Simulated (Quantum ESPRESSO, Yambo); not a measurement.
# A GW chain in Yambo: LiH (Fm-3m), part 2 of 3

How does a plane-wave GW calculation on LiH (Fm-3m) run from the first input to the gap?

Quantum ESPRESSO 7.5 and Yambo 5.3.0; PBE and many-body steps on it, plane waves. Known limits of the many-body steps: not at the basis limit.

So far. Step 2 (Ground state): The gap is direct, at (0.000, -0.500, -0.500). Step 3 (Bands along the symmetry lines): The gap is 3.022 eV, as in the run before at this level.

The database entry behind the starting cell differs from later determinations by our own check (the deuteride, about 0.2 % short), so it need not match the best structure at ambient conditions.

## 4. Empty states on the mesh, 8×8×8 mesh, 40 bands

Level of this step: DFT, PBE, plane waves, norm-conserving pseudopotentials (Quantum ESPRESSO).

The sums over transitions need many empty states on a uniform mesh; this step solves for them.

Contents of pw.in:

```
&control
  calculation = 'nscf'
  prefix = 'x'
  outdir = 'o'
  pseudo_dir = 'pseudo'
/
&system
  ibrav = 0
  nat = 2
  ntyp = 2
  ecutwfc = 66.0
  nbnd = 40
  force_symmorphic = .true.
/
&electrons
  conv_thr = 1e-9
  electron_maxstep = 80
  diago_full_acc = .true.
  diago_thr_init = 5e-6
/
ATOMIC_SPECIES
  Li 6.94 Li.upf
  H 1.008 H.upf
CELL_PARAMETERS angstrom
  0.0000000000 2.0367500000 2.0367500000
  2.0367500000 -0.0000000000 2.0367500000
  2.0367500000 2.0367500000 -0.0000000000
ATOMIC_POSITIONS crystal
  Li 0.0000000000 0.0000000000 0.0000000000
  H 0.5000000000 0.5000000000 0.5000000000
K_POINTS automatic
  8 8 8 0 0 0
```

The run is started by

```
OMP_NUM_THREADS=1 mpirun -n 4 pw.x -nk 4 -in pw.in > pw.out
```

Log:

```text
[banner, memory and clock lines left out]
Program PWSCF v.7.5 starts

     Atomic positions and unit cell read from directory:
     o/x.save/

     Message from routine setup:
     using ibrav=0 with symmetry is DISCOURAGED, use correct ibrav instead

     G-vector sticks info

     bravais-lattice index     =            0
     lattice parameter (alat)  =       5.4432  a.u.
     unit-cell volume          =     114.0354 (a.u.)^3
     number of atoms/cell      =            2
     number of atomic types    =            2
     number of electrons       =         4.00
     number of Kohn-Sham states=           40
     kinetic-energy cutoff     =      66.0000  Ry
     charge density cutoff     =     264.0000  Ry
     Exchange-correlation= PBE
                           (   1   4   3   4   0   0   0)

     celldm(1)=   5.443166  celldm(2)=   0.000000  celldm(3)=   0.000000
     celldm(4)=   0.000000  celldm(5)=   0.000000  celldm(6)=   0.000000

     crystal axes: (cart. coord. in units of alat)
               a(1) = (   0.000000   0.707107   0.707107 )
               a(2) = (   0.707107  -0.000000   0.707107 )
               a(3) = (   0.707107   0.707107  -0.000000 )

     reciprocal axes: (cart. coord. in units 2 pi/alat)
               b(1) = ( -0.707107  0.707107  0.707107 )
               b(2) = (  0.707107 -0.707107  0.707107 )
               b(3) = (  0.707107  0.707107 -0.707107 )
     Pseudo is Norm-conserving, Zval =  3.0
     Generated using ONCVPSP code by D. R. Hamann
     Using radial grid of 1944 points,  4 beta functions with:
     Pseudo is Norm-conserving, Zval =  1.0
     Generated using ONCVPSP code by D. R. Hamann
     Using radial grid of 1166 points,  3 beta functions with:
     Li                3.00     6.94000     Li( 1.00)
     H                 1.00     1.00800     H ( 1.00)

     48 Sym. Ops., with inversion, found

   Cartesian axes

     site n.     atom                  positions (alat units)
         1        Li     tau(   1) = (   0.0000000   0.0000000   0.0000000  )
         2        H      tau(   2) = (   0.7071068   0.7071068   0.7071068  )

     number of k points=    29
                       cart. coord. in units 2pi/alat
        k(    1) = (   0.0000000   0.0000000   0.0000000), wk =   0.0039062
        k(    2) = (   0.0883883   0.0883883  -0.0883883), wk =   0.0312500
        k(    3) = (   0.1767767   0.1767767  -0.1767767), wk =   0.0312500
[...]
[... 17 further rows ...]
        k(   28) = (  -0.7071068   0.1767767   0.0000000), wk =   0.0468750
        k(   29) = (  -0.7071068   0.3535534   0.0000000), wk =   0.0234375

     Dense  grid:     8363 G-vectors     FFT dimensions: (  30,  30,  30)

     The potential is recalculated from file :
     o/x.save/charge-density

     Starting wfcs are    3 randomized atomic wfcs +   37 random wfcs

     Band Structure Calculation

     End of band structure calculation

          k = 0.0000 0.0000 0.0000 (  1037 PWs)   bands (ev):

   -43.9080  -4.8608  15.8686  17.7975  17.7975  17.7975  22.4530  22.4530
    22.4530  23.9068  28.3082  28.3082  28.3082  30.5265  30.5265  44.5021
    60.8722  60.8722  60.8722  65.4872  65.4872  65.4872  66.7260  66.7260
[...]
k = 0.0884 0.0884-0.0884 (  1007 PWs)   bands (ev):

[...]
k = 0.1768 0.1768-0.1768 (  1022 PWs)   bands (ev):

[...]
68.7415  70.8550  70.8550  74.8773  75.7979  78.6219  78.6219  79.7471
    81.3735  81.3735  82.3628  85.6924  85.6924  87.8521  89.8639  89.8639

          k = 0.2652 0.2652-0.2652 (  1035 PWs)   bands (ev):

     [... further k-points ...]

     highest occupied, lowest unoccupied level (ev):     0.3929    3.4149

     XML data file, pseudopotentials, collected wavefunctions
```

The job ended after 2.3 s (4 MPI ranks of Arm Neoverse V1, shared host; peak memory 0.18 GiB; 8.9 s of CPU time).

Numbers from this step:

```yaml
gap: 3.022 eV
k_of_the_valence_top: 0, -0.5, -0.5
k_of_the_conduction_bottom: 0, -0.5, -0.5
least_direct_gap: 3.022 eV
k_points_computed: 29
lowest_point_of_the_top_converged_band_above_the_valence_top: 85.7791 eV
```

On this mesh the gap is 3.022 eV.

## 5. Conversion and set-up

This step: Yambo 5.3.0; conversion and set-up on PBE, plane waves, norm-conserving pseudopotentials.

The states are converted to the many-body program's format and the q mesh is built.

The run is started by

```
(cd o/x.save; p2y > p2y.log; mv SAVE ../..); yambo > setup.log
```

Log:

```text
 Yambo, version 5.3.0

 [02] CORE Variables Setup
 =========================

  [02.01] Unit cells
  ==================

  Cell kind             :  FCC
  Atoms in the cell     :  Li  H
  number of Li atoms    :  1
  number of H  atoms    :  1

  List of atomic masses
  Mass of Li    :  6.940000
  Mass of H     :  1.008000

  List of atomic coordinates    : [cc]
  Li1       :  0.000000  0.000000  0.000000  order 1
  H1       :  3.848900  3.848900  3.848900  order 2

  Alat factors          :  3.848900  3.848900  3.848900 [a.u.]
  Direct lattice volume :  114.0354 [a.u.]
  Direct lattice vectors:  A[ 1 ]  A[ 2 ]  A[ 3 ]
   A[ 1 ]:  0.000000  1.000000  1.000000  [iru]
   0.000000  3.848900  3.848900  [cc]
   A[ 2 ]:  1.000000 -0.000000  1.000000  [iru]
   3.848900 -0.000000  3.848900  [cc]
   A[ 3 ]:  1.000000  1.000000 -0.000000  [iru]
   3.848900  3.848900 -0.000000  [cc]

  Recip. lattice volume :  2.175203 [a.u.]
  Recip. lattice vectors:  B[ 1 ]  B[ 2 ]  B[ 3 ]
   B[ 1 ]: -0.500000  0.500000  0.500000  [iku]
  -0.816231  0.816231  0.816231  [cc]
   B[ 2 ]:  0.500000 -0.500000  0.500000  [iku]
   0.816231 -0.816231  0.816231  [cc]
   B[ 3 ]:  0.500000  0.500000 -0.500000  [iku]
   0.816231  0.816231 -0.816231  [cc]

  [02.02] Symmetries
  ==================

  Inversion symmetry    : yes
  Spatial inversion     : yes
  Inversion index       :  25
  K-space Time-reversal : no
  Magnetic symmetries   : no
  Group table correct   : yes
  Symmetries units      :  [cc]

   [S  1]:   1.0000     -0.12432E-16 -0.12432E-16 -0.12432E-16   1.0000      0.12432E-16  0.12432E-16  0.12432E-16   1.0000
   [S  2]:  -1.0000      0.12432E-16 -0.12432E-16  0.12432E-16  -1.0000      0.12432E-16 -0.12432E-16 -0.12432E-16   1.0000
   [S  3]:  -1.0000     -0.12432E-16  0.12432E-16  0.12432E-16   1.0000     -0.12432E-16 -0.12432E-16  0.12432E-16  -1.0000
[...]
[... 36 further rows ...]
   [S 47]: -0.12432E-16   1.0000      0.12432E-16  0.12432E-16 -0.12432E-16  -1.0000       1.0000      0.12432E-16 -0.12432E-16
   [S 48]: -0.12432E-16  -1.0000     -0.12432E-16  0.12432E-16  0.12432E-16   1.0000       1.0000     -0.12432E-16  0.12432E-16

  [02.03] Reciprocal space
  ========================

  nG shells         :  135
  nG charge         :   8363
  nG WFs            :  1435
  nC WFs            :  1056
  G-vecs. in first 13 shells:  [ Number ]
     1    9   15   27   51   59   65   89  113
   137  169  181  229
  ...
  Shell energy in first 13 shells:  [ mHa ]
    0.00000      999.350      1332.47      2664.93      3664.29      3997.40      5329.87      6329.22      6662.34
    7994.80      8994.15      10659.7      11659.1
  ...

  [02.04] K-grid lattice
  ======================

  Compatible Grid is   : 3D
  Base K vectors       :  K_min[ 1 ]  K_min[ 2 ]  K_min[ 3 ]
  K_min[ 1 ] : -0.24483E-17 -0.24483E-17 -0.12500     [rlu]
[...]
K [14]         [rlu]:  0.24483E-17  0.25000      0.37500
         WF components:  1035
  [... 14 further k-points ...]
  K [29]         [rlu]:  0.250000 -0.500000 -0.250000
         WF components:  1036

  [02.05] Energies & Occupations
  ==============================

  [X] === General ===
  [X] Electronic Temperature                        :  0.000000  0.000000 [eV K]
  [X] Bosonic    Temperature                        :  0.000000  0.000000 [eV K]
  [X] Finite Temperature mode                       : no
  [X] El. density                                   :  0.23671E+24 [cm-3]
  [X] Fermi Level                                   :  0.392909 [eV]

  [X] === Gaps and Widths ===
  [X] Conduction Band Min                           :  3.022038 [eV]
  [X] Valence Band Max                              :  0.000000 [eV]
  [X] Filled Bands                                  :  2
  [X] Empty Bands                                   :    3   40
  [X] Direct Gap                                    :  3.022038 [eV]
  [X] Direct Gap localized at k                     :  21
  [X] Indirect Gap                                  :  3.022038 [eV]
  [X] Indirect Gap between kpts                     :  21  21
  [X] Last valence band width                       :  5.253734 [eV]
  [X] 1st conduction band width                     :  12.45368 [eV]

  E @ K [ 1]:  [eV]
  -44.30089  -5.25373  15.47571  17.40459  17.40459  17.40459  22.06005  22.06005
  occ @ K [ 1]
   2.000000  2.000000  0.000000  0.000000  0.000000  0.000000  0.000000  0.000000
  E @ K [ 2]:  [eV]
  -44.29488  -4.98246  13.43230  16.05954  16.88108  16.88108  21.58001  23.19103
  occ @ K [ 2]
[...]
E @ K [ 3]:  [eV]
[...]
occ @ K [ 3]
[...]
E @ K [ 8]:  [eV]
[...]
occ @ K [ 8]
[...]
E @ K [ 9]:  [eV]
[...]
occ @ K [ 9]
[...]
E @ K [10]:  [eV]
[...]
occ @ K [10]
[...]
E @ K [11]:  [eV]
[...]
occ @ K [11]
[...]
E @ K [12]:  [eV]
[...]
occ @ K [12]
[...]
E @ K [13]:  [eV]
[...]
occ @ K [13]
[...]
E @ K [14]:  [eV]
[...]
occ @ K [14]
[...]
[... 14 further k-points ...]
  E @ K [29]:  [eV]
  -44.25041  -0.20473   5.23561   5.23561  11.40403  17.11893  23.49726  23.49726
  occ @ K [29]
   2.000000  2.000000  0.000000  0.000000  0.000000  0.000000  0.000000  0.000000

 [03] Transferred momenta grid and indexing
 ==========================================

 IBZ Q-points                                      :  29
 BZ  Q-points                                      :   512

 K/Q-points units:
 rlu = crystal or reduced units; cc = cartesian coordinates; iku = interal k-units

 Q [ 1]         [rlu]:  0.000000  0.000000  0.000000
 Q [ 2]         [rlu]:  0.24483E-17  0.24483E-17  0.12500
 Q [ 3]         [rlu]:  0.25023E-16 -0.27323E-17  0.25000
[...]
Q [ 8]         [rlu]:  0.80210E-17  0.12500      0.37500
 Q [ 9]         [rlu]:  0.34410E-16  0.12500      0.50000
 Q [10]         [rlu]: -0.97931E-17  0.12500     -0.37500
     [... 17 further rows ...]
 Q [28]         [rlu]:  0.125000 -0.500000 -0.375000
 Q [29]         [rlu]:  0.250000 -0.500000 -0.250000

  [03.01] X indexes
  =================

   [03.01.01] Sigma indexes
   ========================

 [06] Game Over & Game summary
```

Run time: 1.9 s. Hardware: 1 MPI rank; peak memory 0.23 GiB.

(Continued in part 3 of 3.)

[Paths, hosts, dates, memory and timing lines, banners, echoed tables and standing remarks are left out of the program output.]

[Logs are printed without paths, hosts, clocks, repeated set-up lines and the standing remarks that a program may print on its own settings, such as how far it seeks lower states.]

[Runs of the session that timed out or met a known fault of the program may be left out.]

[Hosts, paths, dates, database ids (printed as entryN), source tags and the programs' standing remarks are cut or masked in the printed files.]
